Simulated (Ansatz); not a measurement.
# Pb: energy change per atom and pressure as volume scale varies

Results calculated with Ansatz 0.2.0, not measured. Plane-wave DFT, scalar-relativistic PAW made under PBE with cores redone for the functional, no dispersion; the given relaxed cell is scaled uniformly, energy at zero smearing counts from the unscaled cell, pressure at the given Fermi-Dirac smearing is positive in compression.

The cell before it is scaled or strained (space group Fd-3m, No. 227):
```
CELL_PARAMETERS angstrom
0.00000 3.53110 3.53110
3.53110 0.00000 3.53110
3.53110 3.53110 0.00000
ATOMIC_POSITIONS crystal
Pb 0.12500 0.12500 0.12500
Pb 0.87500 0.87500 0.87500
```

Settings of every row: spin polarised no; functional PBE; wave cutoff 420 eV; smearing width 0.1 eV; k mesh 13x13x13.

Atom starting moment: 0 on all atoms.

Limits: no spin-orbit coupling, which can matter with elements this heavy; the cell comes from a prototype or a list of computed structures and needn't be the stable phase.

```
row  volume scale  V (Å³/atom)  energy change per atom (meV)  pressure (GPa)
  1          0.88       38.745                         62.22            4.36
  2          0.92       40.506                             ?               ?
  3          0.96       42.267                           5.5            1.13
  4          1.04       45.789                          5.63            -0.9
  5          1.08        47.55                          20.1           -1.62
  6          1.12       49.311                          41.6           -2.18
```

Question: what energy change per atom and pressure should row 2 give?

Worked fit of energy change per atom. Take u = (V_r/V)^(2/3) − 1 with V_r = 45.789 Å³ an atom, which is twice the finite (Eulerian) strain; such expansions in the strain, on which the Birch-Murnaghan equation of state is built, carry the rest volume and the bulk modulus. The shown rows have u = 0.1178, 0.05481, 0, -0.02484, -0.0482. Least squares give energy change per atom = 5.312 − 398.73 × u + 7476.5 × u² meV; a straight line predicts inner rows, each left out in turn, worse (root mean square 25 against 0.7 meV). The rows lie off it by 0.13, -0.42, 0.32, 0.27, -0.30 (root mean square 0.3 meV). The withheld row has u = 0.08516, so the fit gives 5.312 − 398.73 × (0.08516) + 7476.5 × (0.08516)² = 25.58 meV.

The calculation gave 25.01 meV. The fit lies 0.57 meV (2.3 % of the value, 1 % of the column's range) above it; its largest miss of a shown row is 0.42 meV.

Worked fit of pressure. Take u = (V_r/V)^(2/3) − 1 with V_r = 45.789 Å³ an atom, which is twice the finite (Eulerian) strain; such expansions in the strain, on which the Birch-Murnaghan equation of state is built, carry the rest volume and the bulk modulus. The shown rows have u = 0.1178, 0.05481, 0, -0.02484, -0.0482. Least squares give pressure = −0.915 + 31.452 × u + 112.8 × u² GPa; a straight line predicts inner rows, each left out in turn, worse (root mean square 0.38 against 0.029 GPa). The rows lie off it by 0.00, -0.02, 0.02, 0.01, -0.01. The pressure vanishes at u = 0.0266, or V = 44.02 Å³ an atom, and there the bulk modulus at fixed shape and fractions is B = −V dP/dV = (2/3)(1 + u) dP/du = 25.6 GPa. The withheld row has u = 0.08516, so the fit gives −0.915 + 31.452 × (0.08516) + 112.8 × (0.08516)² = 2.58 GPa.

The calculation gave 2.56 GPa. The fit lies 0.02 GPa (0.31 % of the column's range) above it; its largest miss of a shown row is 0.02 GPa.
